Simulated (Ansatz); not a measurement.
Varying the input for ZrN

All trials start from this Ansatz input:

```yaml
crystal:
  lattice:
    - [0.0, 2.2942655869, 2.2942655869]
    - [2.2942655869, 0.0, 2.2942655869]
    - [2.2942655869, 2.2942655869, 0.0]
  atoms:
    - { symbol: Zr, position: [0.5, 0.5, 0.5] }
    - { symbol: "N", position: [0.0, 0.0, 0.0] }
basis:
  ecutwfc: 420
kpoints:
  mp_grid: { grid: [8, 8, 8] }
hamiltonian:
  xc: pbe
scf:
  occupations: { method: gaussian, width: 0.1 }
output:
  forces: true
  stress: true
  eigenvalues: true
```

Command:

```bash
ansatz run input.yaml --threads 1 --pin off --max-ram 1331MiB --backend cpu --events-out ev --progress --plain --runs-dir out
```

The run converges in 6 SCF iterations on 29 irreducible k-points: pressure 1.24 GPa, no gap.

The inputs are trials, many of them unsound on purpose. Their numbers show the effect of the settings and aren't properties of the material. Each trial's input is given as a difference from the reference's; energies are extrapolated to zero smearing where there is one, and pressure is positive in compression. Charged cells sit in a uniform background, and their pressures hang on that convention.

Trial 1 (strained):

```diff
 crystal:
   lattice:
-    - [0.0, 2.2942655869, 2.2942655869]
-    - [2.2942655869, 0.0, 2.2942655869]
-    - [2.2942655869, 2.2942655869, 0.0]
+    - [-0.0117863678, 2.2904857863, 2.3012923941]
+    - [2.2605326257, -0.0095050616, 2.299011088]
+    - [2.2609654632, 2.2886373176, -0.0099378991]
 scf:
+  convergence: { dr2_threshold: "1e-8 eV" }
```

The run converges in 6 SCF iterations on 260 irreducible k-points: energy 3.60 meV per atom above the reference, pressure 3.27 GPa, no gap. It warns that the SCF threshold is loose for the stress.

Trial 2:

```diff
 kpoints:
-  mp_grid: { grid: [8, 8, 8] }
+  mp_grid: { kspacing: 0.53 }
 hamiltonian:
-  xc: pbe
+  xc: lda
 scf:
+  eigensolver: { real_solve: false }
+  max_iter: 92
 output:
+  populations: true
```

The run converges in 6 SCF iterations on 10 irreducible k-points: pressure -10.99 GPa, no gap.

Trial 3:

```diff
 basis:
-  ecutwfc: 420
+  ecutwfc: 590
 kpoints:
-  mp_grid: { grid: [8, 8, 8] }
+  mp_grid: { grid: [4, 4, 4], shift: [0.5, 0.5, 0] }
 scf:
-  occupations: { method: gaussian, width: 0.1 }
+  occupations: { method: tetrahedron }
+  mixing: { beta: 0.72 }
+  initial_density: { chi_scale: 0, normalization: atom }
+  max_iter: 75
```

The run converges in 8 SCF iterations on 11 irreducible k-points: energy 37.9 meV per atom below the reference, pressure 0.67 GPa, no gap. It warns that the printed bands weren't solved further after the SCF; that the mesh lowers the symmetry; that forces and stress under tetrahedra may miss the energy's slope.

Trial 4:

```diff
 crystal:
+  symmetry: { tolerance: 0.01 }
+total_charge: -1
 basis:
-  ecutwfc: 420
+  ecutwfc: 490
+  ecutrho_ratio: 12
 kpoints:
-  mp_grid: { grid: [8, 8, 8] }
+  mp_grid: { grid: [2, 2, 2], shift: [0.25, 0.25, 0.25] }
 hamiltonian:
+  hubbard:
+    sites: [{ species: Zr, l: d, u: 5.8, j: 0.41 }]
+    projectors: ortho-atomic
 output:
+  dos: { projected: true }
```

The run converges in 9 SCF iterations on 4 irreducible k-points: pressure -37.40 GPa (with the neutralising background of the charged cell), no gap. It warns that the count of filled bands differs between k-points; that the mesh lowers the symmetry. Under a U the state reached may not be the lowest.

Trial 5:

```diff
 crystal:
   atoms:
-    - { symbol: Zr, position: [0.5, 0.5, 0.5] }
+    - { symbol: Zr, position: [0.5, 0.5, 0.5], spin: 2.0 }
+total_charge: 2
 basis:
-  ecutwfc: 420
+  ecutwfc: "27 Ry"
+  precision: f64
 hamiltonian:
+  dispersion: d3bjatm
 scf:
+  lower_state_search: "off"
 output:
+  populations: true
+magnetization:
+  spin_polarized: true
```

The run converges in 16 SCF iterations on 29 irreducible k-points: pressure 111 GPa (with the neutralising background of the charged cell), no gap, cell moment 0.00 μB. It warns that the cutoff lies under the recommended one, 420 eV for these potentials; that the starting moments were lost.

Trial 6 (volume scaled):

```diff
 crystal:
   lattice:
-    - [0.0, 2.2942655869, 2.2942655869]
-    - [2.2942655869, 0.0, 2.2942655869]
-    - [2.2942655869, 2.2942655869, 0.0]
+    - [0.0, 2.5542891173, 2.5542891173]
+    - [2.5542891173, 0.0, 2.5542891173]
+    - [2.5542891173, 2.5542891173, 0.0]
+total_charge: 0.1
 basis:
-  ecutwfc: 420
+  ecutwfc: "24 Ry"
 kpoints:
-  mp_grid: { grid: [8, 8, 8] }
+  mp_grid: { grid: [2, 5, 4] }
 hamiltonian:
-  xc: pbe
+  xc: pbesol
```

The run converges in 6 SCF iterations on 22 irreducible k-points: pressure -42.25 GPa (with the neutralising background of the charged cell), no gap. It warns that the cutoff lies under the recommended one, 420 eV for these potentials; that the mesh lowers the symmetry.